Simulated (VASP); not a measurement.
Crystal: KF (Carobbiite).

```
CELL_PARAMETERS angstrom
0.00000 2.67185 2.67185
2.67185 0.00000 2.67185
2.67185 2.67185 0.00000
ATOMIC_POSITIONS crystal
K 0.00000 0.00000 0.00000
F 0.50000 0.50000 0.50000
```

Base run:

| Quantity | Value |
| --- | --- |
| Program | VASP 6.6.1 |
| Functional | PBEsol |
| Potentials or basis | VASP PAW PBE potentials, release 64 (K_sv, F) |
| Cutoff | 520 eV |
| k mesh | 10 × 10 × 10 |
| Occupations | gaussian, width 0.02 eV |
| Spin | no spin polarisation |

Its results: band gap on the k mesh 6.03 eV, direct.

After a change of settings the same cell gave: band gap on the k mesh 6.83 eV, direct. Which change was it?
A. functional from PBEsol to PBE
B. functional from PBEsol to LDA; potentials or basis from VASP PAW PBE potentials, release 64 (K_sv, F) to VASP PAW LDA potentials, release 64 (K_sv, F)
C. functional from PBEsol to r2SCAN

C.

r2SCAN gives the wider gap, since meta-GGAs in the generalised Kohn-Sham scheme recover part of the derivative discontinuity.
